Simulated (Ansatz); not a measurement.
A nudged elastic band was laid between two geometries of a periodic cell of 17 atoms, Si (host Si, host structure diamond, interstitial Si).

All numbers below come from DFT PBEsol, scalar-relativistic, plane waves, PAW in Ansatz 0.2.0. Settings: cutoff 420 eV, k mesh 2x2x2, gaussian smearing 0.02 eV, no spin polarisation.

```yaml
movable_images: 3
climbing_image: yes
spring: 1.0 eV/Å²
optimiser: quadratic models (default)
start_path: straight line
force_threshold: 0.03 eV/Å
iteration_limit: 80
end_points: relaxed
```

Initial state:

```xyz
17
Lattice="0.0000 5.4300 5.4300 5.4300 0.0000 5.4300 5.4300 5.4300 0.0000" Properties=species:S:1:pos:R:3
Si 0.028 0.028 0.027
Si 1.364 1.362 1.361
Si 2.695 2.695 0.021
Si 4.075 4.075 1.391
Si 2.694 0.022 2.694
Si 4.074 1.391 4.075
Si 5.435 2.711 2.711
Si 6.755 4.073 4.072
Si 0.023 2.693 2.693
Si 1.392 4.074 4.074
Si 2.711 5.435 2.711
Si 4.073 6.755 4.072
Si 2.711 2.710 5.436
Si 4.072 4.072 6.755
Si 5.433 5.433 5.433
Si 6.787 6.787 6.787
Si 9.508 9.507 9.506
```

Final state:

Only the atoms that move by more than 0.05 Å are listed.
```
Si1 0.001 -0.005 -0.002
Si17 8.146 8.138 8.143
```

**Question.** What changes between the two ends?

**Answer.** Contacts lost: Si1–Si17. Contacts made: Si16–Si17. The atom that moves furthest is Si17, by 2.36 Å.

**Question.** What energy profile does the band end with?

**Answer.** The forces met the threshold. The highest image is number 2 of 0 to 4, 0.295 eV above the ends, which have the same energy within 2 meV. By the program's own check the climbing image is a first-order saddle point (lowest curvatures found: -0.30 and 0.70 eV/Å²). Limits of this set-up: coarse k mesh.

```tsv
image	path coordinate (Å)	energy (eV)	Si1–Si17 (Å)	Si16–Si17 (Å)
0	0.00	0.000	2.39	4.70
1	0.92	0.288	2.53	4.09
2	1.84	0.295	3.10	3.08
3	2.62	0.191	4.01	2.51
4	3.41	0.000	4.70	2.39
```

**Question.** What is the geometry of the highest image?

**Answer.** 
```xyz
17
Lattice="0.0000 5.4300 5.4300 5.4300 0.0000 5.4300 5.4300 5.4300 0.0000" Properties=species:S:1:pos:R:3
Si -0.248 -0.251 -0.250
Si 1.130 1.126 1.128
Si 2.616 2.613 0.098
Si 3.996 3.993 1.380
Si 2.616 0.096 2.614
Si 3.996 1.378 3.995
Si 5.406 2.791 2.793
Si 6.682 4.172 4.174
Si 0.100 2.613 2.614
Si 1.381 3.993 3.995
Si 2.795 5.402 2.793
Si 4.175 6.678 4.174
Si 2.795 2.791 5.404
Si 4.175 4.172 6.680
Si 5.662 5.659 5.660
Si 7.044 7.040 7.042
Si 8.824 8.820 8.822
```

Time of the run: 28 min on 1 thread of Arm Neoverse V1 (shared host), peak memory 0.76 GiB.
